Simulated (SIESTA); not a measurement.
Crystal: AlN.

```
Al N
1.0
     3.11300    0.00000    0.00000
    -1.55650    2.69594    0.00000
     0.00000    0.00000    4.98100
Al N
2 2
Direct
  0.66667 0.33333 0.50000
  0.33333 0.66667 0.00000
  0.66667 0.33333 0.88000
  0.33333 0.66667 0.38000
```

Base run:

| Property | Result |
| --- | --- |
| Program | SIESTA 5.4.2 |
| Functional | PBEsol |
| Potentials or basis | PseudoDojo 0.4 standard (PBEsol files) |
| Basis | DZP (energy shift 0.003 Ry) |
| Grid cutoff | 800 Ry |
| Energy shift | 0.003 Ry |
| k mesh | 10 × 10 × 6 |
| Occupations | fermi-dirac, width 0.05 eV |
| Spin | no spin polarisation |

Its results: band gap on the k mesh 4.28 eV, direct; pressure 1.9 GPa; largest force 0.136 eV/Å.

Task: After a change of settings the same cell gave: band gap on the k mesh 4.42 eV, direct; pressure -3.8 GPa; largest force 0.118 eV/Å. Which change was it?
A. functional from PBEsol to LDA; potentials or basis from PseudoDojo 0.4 standard (PBEsol files) to PseudoDojo 0.4 standard (LDA files)
B. functional from PBEsol to WC
C. functional from PBEsol to AM05
D. functional from PBEsol to revPBE; potentials or basis from PseudoDojo 0.4 standard (PBEsol files) to PseudoDojo 0.4 standard (PBE files)

Result: A.

Caveats: the basis of atomic orbitals isn't converged, which shifts pressures, moduli and gaps.
